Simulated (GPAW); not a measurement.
AlN:

```
Al N
1.0
     0.00000    2.18399    2.18399
     2.18399    0.00000    2.18399
     2.18399    2.18399    0.00000
Al N
1 1
Direct
  0.00000 0.00000 0.00000
  0.25000 0.25000 0.25000
```

Measurements of this composition are mostly on another form, of space group No. 186.

Base run:

- Program: GPAW 26.7.0
- Functional: vdW-DF-cx
- Potentials or basis: GPAW PAW data sets (gpaw-data 1.2.1)
- Cutoff: 800 eV
- Basis: pw
- k mesh: 10 × 10 × 10
- Occupations: fermi-dirac, width 0.05 eV
- Spin: no spin polarisation

Its results: band gap on the k mesh 3.29 eV, indirect (least direct gap 4.27 eV).

Problem. The run is repeated on the same cell with these changes: functional from vdW-DF-cx to rSCAN. What comes out?

Solution. Band gap on the k mesh 3.97 eV, indirect (least direct gap 4.92 eV).

Not every run made on this cell is shown here.
